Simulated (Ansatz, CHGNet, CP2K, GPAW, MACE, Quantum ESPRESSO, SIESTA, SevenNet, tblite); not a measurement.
# Running LaAg(100)/Pb(100) interface (59 atoms) with Quantum ESPRESSO

How near does Quantum ESPRESSO come to plane waves for LaAg(100)/Pb(100) interface (59 atoms)?

Program: Quantum ESPRESSO 7.5. Level of theory: the method is named at each step. Results are calculated unless marked as measured.

**1. The starting structure**

The cell holds 59 atoms: 16 La, 16 Ag and 27 Pb. Cell: a = 10.568 Å, b = 10.568 Å, c = 25.354 Å, α = 90.0°, β = 90.0°, γ = 90.0°. CsCl-type LaAg(100), 2 repeat layers, 8 surface cells, strained -0.63 and -0.63 %; fcc Pb(100), 3 layers, 9 cells, +0.64 and +0.64 %; outer planes 2.76 Å apart, 12 Å of vacuum above; not relaxed, displaced by a Gaussian of 0.02 Å. Then every atom was moved at random, 0.02 Å r.m.s. a Cartesian component. Regions: LaAg, 32 atoms (16 La and 16 Ag); Pb, 27 atoms (27 Pb). Vacuum lies along c.

The yardstick, on the same geometry:

```
method                 : Kohn-Sham DFT, PBE, PAW, plane waves (Ansatz 0.2.0); cutoff 420 eV, Γ point, fermi-dirac smearing of 0.05 eV; PAW set soft_2
r.m.s. force component : 0.2566 eV/Å
longest force          : 0.8593 eV/Å
SCF cycles             : 15
time                   : 88 s on 4 threads of Arm Neoverse V1, shared host
CPU time               : 5.7 min
```

**2. PBE, sssp-1.3.0-efficiency, 35/280 Ry**

Method: Kohn-Sham DFT, PBE, SSSP efficiency 1.3.0 pseudopotentials, plane waves.

pw.in

```
&control
  calculation = 'scf'
  pseudo_dir = './pseudo'
  outdir = './tmp'
  disk_io = 'none'
  tprnfor = .true.
/
&system
  ibrav = 0
  nat = 59
  ntyp = 3
  ecutwfc = 35
  ecutrho = 280
  nosym = .true.
  occupations = 'smearing'
  smearing = 'fd'
  degauss = 0.003675
/
&electrons
  conv_thr = 2.9e-07
  electron_maxstep = 100
  mixing_beta = 0.2
  mixing_mode = 'local-TF'
  diagonalization = 'david'
/
ATOMIC_SPECIES
La 138.905 La.upf
Ag 107.868 Ag.upf
Pb 207.200 Pb.upf
CELL_PARAMETERS angstrom
10.56770 0.00000 0.00000
0.00000 10.56770 0.00000
0.00000 0.00000 25.35352
ATOMIC_POSITIONS crystal
La 0.74788 0.75331 0.23622
Ag 0.74595 0.49859 0.31063
La 0.74912 0.74805 0.38621
Ag 0.75401 0.49828 0.46221
La 0.24799 0.74987 0.23710
Ag 0.25295 0.50057 0.31140
La 0.25244 0.75080 0.38589
Ag 0.25040 0.50265 0.46210
La 0.50110 0.49880 0.23607
Ag 0.50107 0.25167 0.31449
La 0.49971 0.50163 0.38420
Ag 0.49848 0.25098 0.46259
La 0.74662 0.25001 0.23573
Ag 0.75179 0.00398 0.30823
La 0.74677 0.24575 0.38660
Ag 0.74874 0.99937 0.45918
La 0.99482 0.50045 0.23752
Ag 0.00201 0.24849 0.31095
La 0.00111 0.49608 0.38594
Ag 0.99963 0.24828 0.46063
La 0.24873 0.25766 0.23721
Ag 0.25192 0.99786 0.30781
La 0.25299 0.24755 0.38754
Ag 0.24981 0.99630 0.46101
La 0.49818 0.99814 0.23898
Ag 0.49906 0.74832 0.31073
La 0.49793 0.00201 0.38597
Ag 0.50173 0.74682 0.46118
La 0.99852 0.00135 0.23750
Ag 0.99763 0.74765 0.31307
La 0.99682 0.99864 0.38681
Ag 0.00111 0.74834 0.45887
Pb 0.13527 0.79001 0.56988
Pb 0.30112 0.95724 0.66499
Pb 0.12904 0.78880 0.76432
Pb 0.13067 0.12295 0.56980
Pb 0.29539 0.28462 0.66468
Pb 0.13156 0.12247 0.76339
Pb 0.13018 0.45482 0.56891
Pb 0.30027 0.62331 0.66609
Pb 0.13138 0.45706 0.76436
Pb 0.46317 0.79030 0.56859
Pb 0.63129 0.95795 0.66756
Pb 0.46369 0.78524 0.76373
Pb 0.46437 0.12589 0.56747
Pb 0.63001 0.29120 0.66523
Pb 0.46310 0.12385 0.76273
Pb 0.46278 0.45532 0.57004
Pb 0.63205 0.62474 0.66562
Pb 0.46631 0.45863 0.76328
Pb 0.79824 0.79027 0.56871
Pb 0.96254 0.95780 0.66617
Pb 0.79749 0.78776 0.76270
Pb 0.79507 0.12277 0.56947
Pb 0.96314 0.29004 0.66839
Pb 0.79881 0.12243 0.76434
Pb 0.79750 0.45640 0.56740
Pb 0.96070 0.62139 0.66586
Pb 0.79676 0.46240 0.76509
K_POINTS gamma
```

Command:

```bash
OMP_NUM_THREADS=1 mpirun -np 4 pw.x -in pw.in > output.txt
```

Log:

```text
Program PWSCF
     gamma-point specific algorithms are used
     one sub-group per band group will be used
     scalapack distributed-memory algorithm (size of sub-group:  2*  2 procs)
     Parallelization info
     sticks:   dense  smooth     PW     G-vecs:    dense   smooth      PW
     Min        2224    1110    276               377940   133642   16705
     Max        2225    1112    279               377951   133648   16710
     Sum        8897    4445   1109              1511775   534585   66831
     bravais-lattice index     =            0
     lattice parameter (alat)  =      19.9701  a.u.
     unit-cell volume          =   19107.1458 (a.u.)^3
     number of atoms/cell      =           59
     number of atomic types    =            3
     number of electrons       =       858.00
     number of Kohn-Sham states=          515
     kinetic-energy cutoff     =      35.0000  Ry
     charge density cutoff     =     280.0000  Ry
     scf convergence threshold =      2.9E-07
     mixing beta               =       0.2000
     number of iterations used =            8  local-TF  mixing
     Exchange-correlation= SLA  PW   PBX  PBC
                           (   1   4   3   4   0   0   0)
     crystal axes: (cart. coord. in units of alat)
               a(1) = (   1.000000   0.000000   0.000000 )
               a(2) = (   0.000000   1.000000   0.000000 )
               a(3) = (   0.000000   0.000000   2.399152 )
     reciprocal axes: (cart. coord. in units 2 pi/alat)
               b(1) = (  1.000000  0.000000  0.000000 )
               b(2) = (  0.000000  1.000000  0.000000 )
               b(3) = (  0.000000  0.000000  0.416814 )
     PseudoPot. # 1 for La:
     Pseudo is Projector augmented-wave + core cor, Zval = 11.0
     PseudoPot. # 2 for Ag:
     Pseudo is Norm-conserving, Zval = 19.0
     PseudoPot. # 3 for Pb:
     Pseudo is Projector augmented-wave + core cor, Zval = 14.0
     atomic species   valence    mass     pseudopotential
     La               11.00   138.90500     La( 1.00)
     Ag               19.00   107.86800     Ag( 1.00)
     Pb               14.00   207.20000     Pb( 1.00)
     No symmetry found
   Cartesian axes
     number of k points=     1  Fermi-Dirac smearing, width (Ry)=  0.0037
                       cart. coord. in units 2pi/alat
        k(    1) = (   0.0000000   0.0000000   0.0000000), wk =   2.0000000
     Dense  grid:   755888 G-vectors     FFT dimensions: ( 108, 108, 256)
     Smooth grid:   267293 G-vectors     FFT dimensions: (  75,  75, 192)
     Initial potential from superposition of free atoms
     starting charge     857.7954, renormalised to     858.0000
     negative rho (up, down):  1.770E-03 0.000E+00
     Starting wfcs are  915 randomized atomic wfcs
     Self-consistent Calculation
     iteration #  1     ecut=    35.00 Ry     beta= 0.20
     negative rho (up, down):  6.421E-05 0.000E+00
     total energy              =  -35431.50864041 Ry
     estimated scf accuracy    <     134.92896709 Ry
     iteration #  2     ecut=    35.00 Ry     beta= 0.20
     negative rho (up, down):  1.858E-05 0.000E+00
     total energy              =  -35432.40027450 Ry
     estimated scf accuracy    <      49.87814822 Ry
     iteration #  3     ecut=    35.00 Ry     beta= 0.20
     negative rho (up, down):  3.257E-04 0.000E+00
     total energy              =  -35430.40431221 Ry
     estimated scf accuracy    <      30.24652951 Ry
     iteration #  4     ecut=    35.00 Ry     beta= 0.20
     negative rho (up, down):  2.430E-04 0.000E+00
     total energy              =  -35432.15951565 Ry
     estimated scf accuracy    <       6.24936494 Ry
     iteration #  5     ecut=    35.00 Ry     beta= 0.20
     negative rho (up, down):  2.411E-04 0.000E+00
     total energy              =  -35432.47162145 Ry
     estimated scf accuracy    <       8.08204841 Ry
     iteration #  6     ecut=    35.00 Ry     beta= 0.20
[...]
total energy              =  -35432.59476769 Ry
     estimated scf accuracy    <       9.04817062 Ry
[...]
c_bands:  1 eigenvalues not converged
[...]
total energy              =  -35432.20089097 Ry
[...]
iteration # 37     ecut=    35.00 Ry     beta= 0.20
[...]
total energy              =  -35432.20089107 Ry
     estimated scf accuracy    <       0.00000047 Ry
     iteration # 38     ecut=    35.00 Ry     beta= 0.20
     negative rho (up, down):  1.631E-03 0.000E+00
     total energy              =  -35432.20089092 Ry
     estimated scf accuracy    <       0.00000033 Ry
     iteration # 39     ecut=    35.00 Ry     beta= 0.20
     negative rho (up, down):  1.638E-03 0.000E+00
     End of self-consistent calculation
          k = 0.0000 0.0000 0.0000 ( 33416 PWs)   bands (ev):
   -87.0642 -87.0540 -87.0379 -87.0376 -87.0355 -87.0323 -87.0153 -87.0145
   -86.5058 -86.4845 -86.4720 -86.4344 -86.4177 -86.3839 -86.3817 -86.3709
   -50.3890 -50.3842 -50.3783 -50.3764 -50.3677 -50.3655 -50.3644 -50.3636
   -50.3613 -50.3546 -50.3532 -50.3525 -50.3519 -50.3498 -50.3495 -50.3459
   -50.3400 -50.3396 -50.3388 -50.3384 -50.3334 -50.3279 -50.3247 -50.3202
   -49.8825 -49.8693 -49.8053 -49.7972 -49.7904 -49.7820 -49.7757 -49.7697
[...]
7.2120   7.2174   7.2187   7.2216   7.2258   7.2301   7.2603   7.2679
     7.2699   7.2735   7.2761   7.2783   7.2800   7.2847   7.3022   7.3039
     7.3374   7.3419   7.3561   7.3638   7.3684   7.3693   7.3741   7.3777
     7.3958   7.3970   7.4001
     the Fermi energy is     6.0182 ev
!    total energy              =  -35432.20089090 Ry
     estimated scf accuracy    <       0.00000027 Ry
     smearing contrib. (-TS)   =      -0.07807990 Ry
     internal energy E=F+TS    =  -35432.12281101 Ry
     The total energy is F=E-TS. E is the sum of the following terms:
     one-electron contribution =  -33339.72624007 Ry
     hartree contribution      =   17003.39917151 Ry
     xc contribution           =   -1839.00556124 Ry
     ewald contribution        =    8708.96701915 Ry
     one-center paw contrib.   =  -25965.75720035 Ry
     convergence has been achieved in  39 iterations
     negative rho (up, down):  1.638E-03 0.000E+00
     Forces acting on atoms (cartesian axes, Ry/au):
     atom    1 type  1   force =     0.00327097   -0.00273036   -0.01109434
     atom    2 type  2   force =     0.00200379   -0.00033280   -0.00058306
     atom    3 type  1   force =     0.00063515    0.00324310    0.02104685
     atom    4 type  2   force =    -0.00627254    0.00395733   -0.02258959
     atom    5 type  1   force =    -0.00128750   -0.00523132   -0.01162246
     atom    6 type  2   force =    -0.00213928    0.00183683   -0.00251622
[...]
atom   57 type  3   force =     0.00336925   -0.00127066    0.02806241
     atom   58 type  3   force =     0.00482373    0.00535373    0.00856224
     atom   59 type  3   force =    -0.00604773    0.00420934   -0.02863204
     Total force =     0.133639     Total SCF correction =     0.001102
     Message from routine punch:
     Nothing written, as per user request (disk_io='none')
```

It took 20 min on 4 MPI ranks of Arm Neoverse V1, shared host; peak memory 8.3 GiB.

Banners, paths, timers and routine set-up lines are dropped from the logs unmarked, and long logs keep their key lines alone; longer cuts are marked.

Numbers from this run, and their distance from the reference:

```yaml
r_m_s_force_component: 0.2583 eV/Å
r_m_s_difference_of_force_components: 7.096 meV/Å
longest_difference_of_force_vectors: 29.21 meV/Å
force_difference_over_r_m_s_force: 2.765 %
slope_of_forces_against_the_reference_s: 1.006
correlation_of_force_components: 0.9996
```

This is a coarse setting, run to see what it loses.

Length of the force difference by element (eV/Å):

```csv
element,atoms,mean,most
Ag,16,0.0093,0.029
La,16,0.015,0.018
Pb,27,0.0088,0.023
```

The surroundings of Pb47, which bears the longest force, nearest first, numbered as they follow in the input and with coordinates relative to it.

```csv
atom,x,y,z,distance (Å),bonds,Fx,Fy,Fz (eV/Å)
Pb47,0.00,0.00,0.00,0.00,8,-0.07,0.20,-0.82
Pb43,1.78,-1.75,-2.41,3.47,12,0.10,-0.03,0.22
Pb34,-1.71,-1.76,-2.48,3.49,12,-0.14,-0.01,0.40
Pb37,-1.77,1.70,-2.49,3.49,12,0.04,0.13,0.22
Pb38,-3.50,-0.01,0.02,3.50,8,0.04,-0.02,-0.77
Pb46,1.76,1.77,-2.47,3.51,12,-0.08,0.02,0.32
Pb50,0.03,3.54,0.01,3.54,8,-0.03,-0.04,-0.66
Pb56,3.55,-0.02,0.04,3.55,8,0.06,-0.11,-0.75
Pb44,0.01,-3.58,0.03,3.58,8,0.06,-0.16,-0.73
```

Forces lie 2.8 % from the reference's, at 14 times its CPU time.

**3. Outcome**

```yaml
force_difference_from_the_reference: QE PBE, sssp-1.3.0-efficiency, 35/280 Ry (coarse), 2.8 %
its_cpu_time: 81 min
```

Runs with settings chosen to be coarse differ by 2.8 % (QE PBE, sssp-1.3.0-efficiency, 35/280 Ry), their programs' other errors included. The host structure and its lattice constant were typed by rule, without a check against the phase diagram. The electronic-structure runs sample only Γ, in a cell whose shortest periodic width is 11 Å, which is coarse for a cell with partly filled levels. Spin–orbit coupling is left out, which matters for the levels of the heavy elements.

[Also dropped from logs without a mark: logging warnings of Python, and SIESTA's first energy breakdown and zero terms.]

[Logs are printed without paths, hosts, clocks, repeated set-up lines and the standing remarks that a program may print on its own settings, such as how far it seeks lower states.]

[Hosts, paths, dates, database ids (printed as entryN), source tags and the programs' standing remarks are cut or masked in the printed files.]
